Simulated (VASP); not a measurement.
# Li16H (a cell with a defect) in VASP: further runs, part 2 of 2

VASP 6.6.1. The steps go on from the part before.

### Step 3. Single point, LDA

INCAR reads:

```
SYSTEM = Li16H
  PREC = Accurate
  ENCUT = 520
  EDIFF = 1E-6
  ISMEAR = -1
  SIGMA = 0.15
  LREAL = Auto
  LASPH = .TRUE.
  NELM = 100
  ALGO = Fast
  ISIF = 2
  LWAVE = .FALSE.
  LCHARG = .TRUE.
  GGA = CA
  LELF = .TRUE.
  LVHAR = .TRUE.
  NBANDS = 38
```

KPOINTS reads:

```
regular mesh
0
G
  3 3 3
  0 0 0
```

POSCAR reads:

```
Li16H
1.0
    6.9800000000      0.0000000000      0.0000000000
    0.0000000000      6.9800000000      0.0000000000
    0.0000000000      0.0000000000      6.9800000000
Li H
16 1
Direct
    0.0134957020      0.0074785100      0.0066189112
    0.5191117479      0.0156160458      0.0180945559
   -0.0107020057      0.5216332378     -0.0102292264
    0.0090687679      0.0193696275      0.4889398281
    0.2312034384      0.2729799427      0.2466905444
    0.4963323782      0.5149283668     -0.0093123209
    0.4893409742     -0.0013610315      0.4771633238
    0.7650573066      0.2414756447      0.2101146132
   -0.0280372493      0.4686389685      0.5198137536
    0.2476074499      0.7432521490      0.2409742120
    0.2653868195      0.2483524355      0.7441547278
    0.5100000000      0.4837535817      0.5101146132
    0.7658022923      0.7483381089      0.2503295129
    0.7646131805      0.2491117479      0.7770057307
    0.2696848138      0.7467765043      0.7429226361
    0.7439111748      0.7310744986      0.7793839542
    0.7340401146      0.0093123209      0.1409742120
```

Potentials or basis: VASP PAW LDA potentials, release 64 (Li_sv, H).

Run with:

```
$ cat potpaw_LDA.64/Li_sv/POTCAR potpaw_LDA.64/H/POTCAR > POTCAR
$ mpirun -np 1 vasp_std > vasp.out
```

OUTCAR:

```text
SYSTEM = Li16H
   PREC = Accurate
   ENCUT = 520
   EDIFF = 1E-6
   ISMEAR = -1
   LREAL = Auto
   LASPH = .TRUE.
   NELM = 100
   ISIF = 2
   GGA = CA

 ion  position               nearest neighbor table
   1  0.013  0.007  0.007-
   2  0.519  0.016  0.018-  17 1.73
   3  0.989  0.522  0.990-
   4  0.009  0.019  0.489-
[... 777 lines left out ...]
  -------------------------------------------------------------------------------------
  Total       -2.9973545     -2.5920818     -3.0262669      0.2505684      0.3210100      0.3563825
  in kB      -14.1215518    -12.2121751    -14.2577677      1.1805125      1.5123866      1.6790386
  external PRESSURE =     -13.5304982 kB  Pullay stress =       0.0000000 kB

 VOLUME and BASIS-vectors are now :
 -----------------------------------------------------------------------------
  energy-cutoff  :      520.00
  volume of cell :      340.07
      direct lattice vectors                 reciprocal lattice vectors
     6.980000000  0.000000000  0.000000000     0.143266476  0.000000000  0.000000000
     0.000000000  6.980000000  0.000000000     0.000000000  0.143266476  0.000000000
     0.000000000  0.000000000  6.980000000     0.000000000  0.000000000  0.143266476

 POSITION                                       TOTAL-FORCE (eV/Angst)
 -----------------------------------------------------------------------------------
      0.09420      0.05220      0.04620        -0.180287     -0.136593      0.038601
      3.62340      0.10900      0.12630        -0.321688     -0.163425     -0.106360
      6.90530      3.64100      6.90860         0.279851     -0.217926      0.014406
      0.06330      0.13520      3.41280        -0.054121     -0.154178      0.153583
      1.61380      1.90540      1.72190         0.126503      0.062150     -0.030840
      3.46440      3.59420      6.91500        -0.017280     -0.199441      0.141728
[... 9 lines left out ...]
      5.19250      5.10290      5.44010        -0.001334      0.305532     -0.349554
      5.12360      0.06500      0.98400         0.373578     -0.379966      0.017808
 -----------------------------------------------------------------------------------
    total drift:                                0.002282     -0.013763     -0.008955

  FREE ENERGIE OF THE ION-ELECTRON SYSTEM (eV)
  ---------------------------------------------------
  free  energy   TOTEN  =       -36.4686839545 eV

  energy  without entropy=      -35.8937298814  energy(sigma->0) =      -36.18120692
```

OSZICAR:

```text
N       E                     dE             d eps       ncg     rms          rms(c)
DAV:   1     0.274918307149E+03    0.27492E+03   -0.20807E+04  1072   0.125E+03
DAV:   2     0.372092304606E+02   -0.23771E+03   -0.22313E+03  1088   0.337E+02
DAV:   3    -0.225519314116E+02   -0.59761E+02   -0.58185E+02  1962   0.837E+01
[... 18 lines left out ...]
RMM:  22    -0.364686790473E+02   -0.26977E-05   -0.27664E-05  1327   0.101E-02    0.115E-03
RMM:  23    -0.364686808818E+02   -0.18345E-05   -0.18996E-05  1257   0.855E-03    0.112E-03
RMM:  24    -0.364686821867E+02   -0.13049E-05   -0.13770E-05  1207   0.767E-03    0.122E-03
RMM:  25    -0.364686831786E+02   -0.99192E-06   -0.10677E-05  1133   0.708E-03    0.128E-03
RMM:  26    -0.364686839545E+02   -0.77588E-06   -0.85278E-06  1040   0.668E-03
   1 F= -.36468684E+02 E0= -.36181207E+02  d E =-.574954E+00
```

stdout:

```text
POSCAR found type information on POSCAR LiH
 POSCAR found :  2 types and      17 ions
 scaLAPACK will be used
 LDA part: xc-table for (Slater(with rela. corr.)+CA(PZ))
 , standard interpolation
 POSCAR, INCAR and KPOINTS ok, starting setup
 FFT: planning ... GRIDC
 FFT: planning ... GRID_SOFT
 FFT: planning ... GRID
 WAVECAR not read
 entering main loop
```

Wall time 5.4 min (1 thread of Intel Xeon Platinum 8488C (Sapphire Rapids), shared host); peak memory 0.33 GiB.

What came out:

* Free energy: -36.4687 eV
* Largest force: 0.533 eV/Å
* Band gap on the k mesh: none (metal or under the smearing width)

Forces in eV/Å, atoms in the order of the input:
```
Li  -0.180 -0.137  0.039
Li  -0.322 -0.163 -0.106
Li   0.280 -0.218  0.014
Li  -0.054 -0.154  0.154
Li   0.127  0.062 -0.031
Li  -0.017 -0.199  0.142
Li   0.193  0.078  0.066
Li  -0.066  0.370  0.315
Li   0.180  0.238 -0.123
Li  -0.015 -0.062  0.118
Li  -0.089  0.009  0.150
Li   0.067  0.030 -0.144
Li  -0.130  0.217 -0.072
Li  -0.164 -0.076 -0.166
Li  -0.180  0.081 -0.022
Li  -0.001  0.306 -0.350
H    0.374 -0.380  0.018
```

Levels at points of the mesh, in eV from the Fermi level:
| k point | band 20 | band 21 | band 22 | band 23 | band 24 | band 25 | band 26 | band 27 | band 28 | band 29 |
| --- | --- | --- | --- | --- | --- | --- | --- | --- | --- | --- |
| (0.00, 0.00, 0.00) | -1.14 | -1.08 | -0.99 | -0.98 | -0.27 | 0.24 | 0.25 | 0.26 | 0.27 | 0.28 |

Caveat: the cutoff is under 1.25 times the usual one of these potentials, so pressure, stress and relaxed cells hold a basis-set (Pulay) error.
